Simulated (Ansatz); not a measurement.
# SnTe: the cost of one run

Program: Ansatz 0.2.0. Level of theory: DFT LDA, scalar-relativistic, plane waves, PAW. These are calculated values, not measurements.

**1. The structure to begin with**

Symmetry: Fm-3m, No. 225, cubic system. Conventional cell: a = 6.237 Å, b = 6.237 Å, c = 6.237 Å, α = 90.00°, β = 90.00°, γ = 90.00°. Sn (site symmetry m-3m) is surrounded by 6 Te at 3.12 Å. Te (site symmetry m-3m) has 6 Sn at 3.12 Å as nearest neighbours.

As a file:

```
CELL_PARAMETERS angstrom
0.00000 3.11856 3.11856
3.11856 0.00000 3.11856
3.11856 3.11856 0.00000
ATOMIC_POSITIONS crystal
Sn 0.00000 0.00000 0.00000
Te 0.50000 0.50000 0.50000
```

This cell was relaxed beforehand with the same method: volume 30.33 Å³/atom, gap on the mesh 0.20 eV.

**2. Plan of the line**

The energy is mapped over a normal mode and a strain (zone-centre modes of the cell shown) (x along [1 0 0], y along [0 1 0], z along [0 0 1] of the conventional cell).

First coordinate, amplitude of mode 4 (22 cm⁻¹), largest displacement in the unstrained cell: 7 values from −0.170 Å. Second coordinate, strain +e along z and -e/2 along x and y: 7 values from −7.00 %.

Nothing else is relaxed (the pattern is fixed in fractional coordinates). Energies count from the relaxed high-symmetry cell. Points are written as (first, second).

The modes come from a phonon run on the reference cell, made beforehand.

The patterns, per unit of each coordinate (Å):

| atom | x1 | y1 | z1 |
| --- | --- | --- | --- |
| Sn1 | 1.000 | 0.000 | 0.000 |
| Te2 | -0.930 | 0.000 | 0.000 |

**3. The run at (−0.170 Å, −7.00 %)**

File input.yaml:

```yaml
crystal:
  lattice:
    - [0.0, 3.2277083381, 2.9002596661]
    - [3.2277083381, 0.0, 2.9002596661]
    - [3.2277083381, 3.2277083381, 0.0]
  atoms:
    - { symbol: Sn, position: [0.0272561802, -0.0272561802, -0.0272561802] }
    - { symbol: Te, position: [0.474642781, 0.525357219, 0.525357219] }
basis:
  ecutwfc: 420
kpoints:
  mp_grid: { grid: [10, 10, 10] }
hamiltonian:
  xc: lda
  pseudopotentials: { kind: paw }
scf:
  occupations: { method: gaussian, width: 0.03 }
output:
  forces: true
  stress: true
  eigenvalues: true
```

Command:

```console
$ ansatz run input.yaml --threads 1 --pin off --max-ram 2048MiB --backend cpu --events-out ev --progress --plain --runs-dir out
```

What time and memory should one allow on 1 thread of Arm Neoverse N1, shared host?

About 27 s, with a peak of 0.47 GiB.
